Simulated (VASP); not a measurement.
Write the native input for VASP 6.6.1 that does the following.

* Task: single point
* Functional: PBEsol
* Potentials or basis: VASP PAW PBE potentials, release 64 (Li_sv, F)
* Cutoff: 520 eV
* k mesh: 10 × 10 × 10
* Occupations: gaussian, width 0.05 eV
* Spin: no spin polarisation
* Dipole correction: no
* Further INCAR settings: ALGO = Normal; EDIFF = 1e-06; NBANDS = 12

The structure of LiF lies in POSCAR:

```
LiF
1.0
    0.0000000000      2.0140000000      2.0140000000
    2.0140000000      0.0000000000      2.0140000000
    2.0140000000      2.0140000000      0.0000000000
Li F
1 1
Direct
    0.0558589871     -0.0558589871     -0.0558589871
    0.5000000000      0.5000000000      0.5000000000
```

Measurements of this composition are mostly on another form, of space group No. 225.

The cell isn't the ideal one: atom 1 (Li) moved by (-0.225, +0.000) A along x and y.

The input as run:

INCAR

```
PREC = Accurate
ENCUT = 520
EDIFF = 1E-6
ISMEAR = 0
SIGMA = 0.05
LREAL = False
LASPH = True
NELM = 60
ALGO = Normal
ISIF = 2
LWAVE = False
LCHARG = True
GGA = PS
LELF = True
LVHAR = True
NBANDS = 12
```

KPOINTS

```
regular mesh
0
Gamma
  10 10 10
```

Potentials or basis: VASP PAW PBE potentials, release 64 (Li_sv, F).

Command:

```bash
$ cat potpaw_PBE.64/Li_sv/POTCAR potpaw_PBE.64/F/POTCAR > POTCAR
$ mpirun -np 1 vasp_std > vasp.out
```

It gave:

The largest force is 0.575 eV/Å and the band gap on the k mesh is 8.84 eV, direct.

Caveat: the PAW data sets were made with another functional, which shifts forces and pressure a little.

Wall time 14 s on 1 thread of Intel(R) Xeon(R) Platinum 8259CL CPU @ 2.50GHz (Skylake/Cascade Lake), on a shared host, peak memory 0.14 GiB.
